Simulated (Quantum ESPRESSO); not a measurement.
The system is Rh.

```
Rh
1.0
     2.73098    0.00000    0.00000
    -1.36549    2.36510    0.00000
     0.00000    0.00000    4.42849
Rh
2
Direct
  0.33333 0.66667 0.25000
  0.66667 0.33333 0.75000
```

This isn't the form of Rh at room conditions, which is fcc.

```yaml
Program: Quantum ESPRESSO 7.5
Task: relaxation of cell and atoms
Functional: PBEsol
Dispersion: D3(BJ)
Potentials_or_basis: GBRV 1.5 PBEsol
Cutoff: 612 eV
Density_cutoff: 4898 eV
k_mesh: 11 × 11 × 6
Occupations: fermi-dirac, width 0.05 eV
Spin: no spin polarisation
```

At the start: pressure -18.1 GPa; volume 14.30 Å³/atom.

Task: Where does the relaxation end?

Result: Over 18 steps the energy falls by 58.0 meV/atom and the volume is 13.35 Å³/atom (-6.7 %); space group P6_3/mmc (No. 194, to 0.05 Å).

The path:
```csv
step,energy change (eV),largest force (eV/Å),pressure (GPa),volume (Å³)
1,0.0000,0.0000,-18.14,28.60
2,-0.0659,0.0000,-12.55,27.92
3,-0.1156,0.0000,-1.34,26.80
4,-0.0766,0.0000,13.09,25.69
5,-0.0845,0.0000,11.62,25.80
6,-0.0969,0.0000,8.91,25.99
7,-0.1087,0.0000,5.37,26.25
8,-0.1154,0.0000,1.47,26.57
9,-0.1146,0.0000,-2.33,26.89
10,-0.1147,0.0000,-2.28,26.89
11,-0.1148,0.0000,-2.17,26.88
12,-0.1150,0.0000,-2.01,26.86
13,-0.1152,0.0000,-1.80,26.85
14,-0.1155,0.0000,-1.55,26.82
15,-0.1157,0.0000,-1.25,26.80
16,-0.1159,0.0000,-0.93,26.77
17,-0.1160,0.0000,-0.54,26.74
18,-0.1160,0.0000,-0.10,26.70
```

Final structure:
```
Rh
1.0
     2.67157    0.00000    0.00000
    -1.33579    2.31365    0.00000
     0.00000    0.00000    4.31929
Rh
2
Direct
  0.33333 0.66667 0.25000
  0.66667 0.33333 0.75000
```

Caveat: pairwise dispersion overbinds metals, which lowers pressure and volume.
